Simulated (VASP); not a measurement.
# SiNi (P2_13) in VASP: further runs, part 2 of 2

VASP 6.6.1.

### 4 Single point, PBE, collinear spin, zero start

Input file INCAR:

```
SYSTEM = SiNi
  PREC = Accurate
  ENCUT = 520
  EDIFF = 1E-7
  ISMEAR = 0
  SIGMA = 0.05
  LREAL = .False.
  LASPH = .True.
  NELM = 150
  ALGO = Normal
  ISIF = 2
  LWAVE = .False.
  LCHARG = .True.
  ISPIN = 2
  MAGMOM = 0 0 0 0 0 0 0 0
  LORBIT = 11
  LMAXMIX = 4
  GGA = PE
  LELF = .True.
  LVHAR = .True.
  NBANDS = 42
```

Input file KPOINTS:

```
regular mesh
0
Gamma
  5 5 5
  0 0 0
```

Input file POSCAR:

```
SiNi
1.0
    4.4967800000      0.0000000000      0.0000000000
    0.0000000000      4.4967800000      0.0000000000
    0.0000000000      0.0000000000      4.4967800000
Ni Si
4 4
Direct
    0.1470000000      0.1470000000      0.1470000000
    0.3530000000      0.8530000000      0.6470000000
    0.6470000000      0.3530000000      0.8530000000
    0.8530000000      0.6470000000      0.3530000000
    0.8601000000      0.8601000000      0.8601000000
    0.6399000000      0.1399000000      0.3601000000
    0.3601000000      0.6399000000      0.1399000000
    0.1399000000      0.3601000000      0.6399000000
```

Potentials or basis: VASP PAW PBE potentials, release 64 (Ni, Si).

Launch:

```bash
$ cat potpaw_PBE.64/Ni/POTCAR potpaw_PBE.64/Si/POTCAR > POTCAR
$ mpirun -np 1 vasp_std > vasp.out
```

OUTCAR:

```text
SYSTEM = SiNi
   PREC = Accurate
   ENCUT = 520
   EDIFF = 1E-7
   ISMEAR = 0
   LREAL = .False.
   LASPH = .True.
   NELM = 150
   ISIF = 2
   ISPIN = 2
   LORBIT = 11
   GGA = PE

 ion  position               nearest neighbor table
   1  0.147  0.147  0.147-   5 2.23   6 2.41   7 2.41   8 2.41   8 2.47   7 2.47   6 2.47   2 2.77
                             3 2.77   4 2.77   4 2.77   3 2.77   2 2.77
   2  0.353  0.853  0.647-   6 2.23   5 2.41   7 2.41   8 2.41   5 2.47   8 2.47   7 2.47   4 2.77
                             1 2.77   1 2.77   3 2.77   3 2.77   4 2.77
   3  0.647  0.353  0.853-   7 2.23   6 2.41   5 2.41   8 2.41   5 2.47   6 2.47   8 2.47   4 2.77
                             1 2.77   4 2.77   2 2.77   1 2.77   2 2.77
   4  0.853  0.647  0.353-   8 2.23   6 2.41   7 2.41   5 2.41   7 2.47   5 2.47   6 2.47   3 2.77
                             1 2.77   3 2.77   1 2.77   2 2.77   2 2.77
   5  0.860  0.860  0.860-   1 2.23   2 2.41   3 2.41   4 2.41   4 2.47   3 2.47   2 2.47   6 2.76
                             6 2.76   7 2.76   8 2.76   8 2.76   7 2.76
   6  0.640  0.140  0.360-   2 2.23   1 2.41   3 2.41   4 2.41   1 2.47   4 2.47   3 2.47   7 2.76
                             8 2.76   5 2.76   5 2.76   7 2.76   8 2.76
   7  0.360  0.640  0.140-   3 2.23   2 2.41   1 2.41   4 2.41   1 2.47   2 2.47   4 2.47   6 2.76
                             8 2.76   8 2.76   6 2.76   5 2.76   5 2.76
   8  0.140  0.360  0.640-   4 2.23   2 2.41   3 2.41   1 2.41   3 2.47   1 2.47   2 2.47   6 2.76
                             7 2.76   7 2.76   5 2.76   5 2.76   6 2.76

  LATTYP: Found a simple cubic cell.
 ALAT       =     4.4967800000

  Lattice vectors:

 A1 = (   4.4967800000,   0.0000000000,   0.0000000000)
 A2 = (   0.0000000000,   4.4967800000,   0.0000000000)
 A3 = (   0.0000000000,   0.0000000000,   4.4967800000)

Analysis of symmetry for initial positions (statically):
=====================================================================
 Subroutine PRICEL returns:
 Original cell was already a primitive cell.

 Routine SETGRP: Setting up the symmetry group for a
 simple cubic supercell.

 Subroutine GETGRP returns: Found 12 space group operations
[... 673 lines left out ...]
      3       3.1540      1.00000
      4       3.1540      1.00000
      5       5.7241      1.00000
      6       5.7241      1.00000
[... 462 lines left out ...]
     39      18.4811      0.00000
     40      18.7425      0.00000
 [bands above 40 left out]

------------------------ aborting loop because EDIFF is reached ----------------------------------------

  FORCE on cell =-STRESS in cart. coord.  units (eV):
  Direction    XX          YY          ZZ          XY          YZ          ZX
  --------------------------------------------------------------------------------------
  -------------------------------------------------------------------------------------
  Total        2.1568033      2.1568033      2.1568033      0.0000000      0.0000000     -0.0000000
  in kB       38.0028537     38.0028537     38.0028537      0.0000000      0.0000000     -0.0000000
  external PRESSURE =      38.0028537 kB  Pullay stress =       0.0000000 kB

 VOLUME and BASIS-vectors are now :
 -----------------------------------------------------------------------------
  energy-cutoff  :      520.00
  volume of cell :       90.93
      direct lattice vectors                 reciprocal lattice vectors
     4.496780000  0.000000000  0.000000000     0.222381348  0.000000000  0.000000000
     0.000000000  4.496780000  0.000000000     0.000000000  0.222381348  0.000000000
     0.000000000  0.000000000  4.496780000     0.000000000  0.000000000  0.222381348

 POSITION                                       TOTAL-FORCE (eV/Angst)
 -----------------------------------------------------------------------------------
      0.66103      0.66103      0.66103         0.205826      0.205826      0.205826
      1.58736      3.83575      2.90942        -0.205826     -0.205826      0.205826
      2.90942      1.58736      3.83575         0.205826     -0.205826     -0.205826
      3.83575      2.90942      1.58736        -0.205826      0.205826     -0.205826
      3.86768      3.86768      3.86768        -0.685741     -0.685741     -0.685741
      2.87749      0.62910      1.61929         0.685741      0.685741     -0.685741
      1.61929      2.87749      0.62910        -0.685741      0.685741      0.685741
      0.62910      1.61929      2.87749         0.685741     -0.685741      0.685741
 -----------------------------------------------------------------------------------
    total drift:                                0.000000      0.000000      0.000000

  FREE ENERGIE OF THE ION-ELECTRON SYSTEM (eV)
  ---------------------------------------------------
  free  energy   TOTEN  =       -46.5568017337 eV

  energy  without entropy=      -46.5521717855  energy(sigma->0) =      -46.55448676

 total charge

# of ion       s       p       d       tot
------------------------------------------
    1        0.455   0.610   8.502   9.566
    2        0.455   0.610   8.502   9.566
    3        0.455   0.610   8.502   9.566
    4        0.455   0.610   8.502   9.566
    5        0.738   0.853   0.000   1.592
    6        0.738   0.853   0.000   1.592
    7        0.738   0.853   0.000   1.592
    8        0.738   0.853   0.000   1.592
--------------------------------------------------
tot          4.772   5.851  34.006  44.629

 magnetization (x)

# of ion       s       p       d       tot
------------------------------------------
    1        0.000  -0.000   0.000   0.000
    2        0.000  -0.000   0.000   0.000
    3        0.000  -0.000   0.000   0.000
    4        0.000  -0.000   0.000   0.000
    5       -0.000   0.000   0.000  -0.000
    6       -0.000   0.000   0.000  -0.000
    7       -0.000   0.000   0.000  -0.000
    8       -0.000   0.000   0.000  -0.000
--------------------------------------------------
tot         -0.000  -0.000   0.000   0.000
```

OSZICAR:

```text
N       E                     dE             d eps       ncg     rms          rms(c)
DAV:   1     0.372342224478E+03    0.37234E+03   -0.23423E+04  1848   0.159E+03
DAV:   2    -0.198270769238E+02   -0.39217E+03   -0.37029E+03  1856   0.345E+02
DAV:   3    -0.513620102968E+02   -0.31535E+02   -0.30017E+02  2082   0.114E+02
DAV:   4    -0.523294058493E+02   -0.96740E+00   -0.95969E+00  2168   0.186E+01
DAV:   5    -0.523593592116E+02   -0.29953E-01   -0.29934E-01  2220   0.308E+00    0.266E+01
DAV:   6    -0.581390914480E+02   -0.57797E+01   -0.77302E+01  2232   0.131E+02    0.316E+01
DAV:   7    -0.465409624863E+02    0.11598E+02   -0.30350E+01  2160   0.878E+01    0.561E+00
DAV:   8    -0.466536417054E+02   -0.11268E+00   -0.31296E+00  2720   0.116E+01    0.348E+00
DAV:   9    -0.465575674747E+02    0.96074E-01   -0.28676E-01  2276   0.703E+00    0.642E-01
DAV:  10    -0.465577472375E+02   -0.17976E-03   -0.14024E-02  2112   0.100E+00    0.342E-01
DAV:  11    -0.465568302878E+02    0.91695E-03   -0.18490E-03  2556   0.642E-01    0.642E-02
DAV:  12    -0.465568388589E+02   -0.85712E-05   -0.27185E-04  2360   0.902E-02    0.516E-02
DAV:  13    -0.465568043577E+02    0.34501E-04   -0.28338E-05  2852   0.616E-02    0.168E-02
DAV:  14    -0.465568022326E+02    0.21250E-05   -0.21302E-05  2908   0.369E-02    0.119E-02
DAV:  15    -0.465568016021E+02    0.63059E-06   -0.55777E-06  2780   0.296E-02    0.218E-03
DAV:  16    -0.465568017588E+02   -0.15672E-06   -0.72270E-07  2032   0.408E-03    0.101E-03
DAV:  17    -0.465568017337E+02    0.25034E-07   -0.21668E-08  1092   0.183E-03
   1 F= -.46556802E+02 E0= -.46554487E+02  d E =-.462995E-02  mag=     0.0000
```

stdout:

```text
POSCAR found type information on POSCAR NiSi
 POSCAR found :  2 types and       8 ions
 scaLAPACK will be used
 LDA part: xc-table for (Slater+PW92), standard interpolation
 POSCAR, INCAR and KPOINTS ok, starting setup
 FFT: planning ... GRIDC
 FFT: planning ... GRID_SOFT
 FFT: planning ... GRID
 WAVECAR not read
 entering main loop
```

It took 3.6 min on 1 thread of AMD EPYC 7R43 (Zen 3), shared host; peak memory 0.23 GiB.

Results:

| Item | Value |
| --- | --- |
| Free energy | -46.5568 eV |
| Pressure | 3.8 GPa |
| Largest force | 1.188 eV/Å |
| Band gap on the k mesh | none (metal or under the smearing width) |
| Net moment | 0.00 μB per cell |
| Valence electrons inside the program's atomic spheres | Ni 9.57; Si 1.59 |

Forces in eV/Å, atoms in the order of the input:
```
Ni   0.206  0.206  0.206
Ni  -0.206 -0.206  0.206
Ni   0.206 -0.206 -0.206
Ni  -0.206  0.206 -0.206
Si  -0.686 -0.686 -0.686
Si   0.686  0.686 -0.686
Si  -0.686  0.686  0.686
Si   0.686 -0.686  0.686
```

Caveat: forces of over 1 eV/Å show positions far from the minimum, so gaps and moduli don't describe the material at rest.
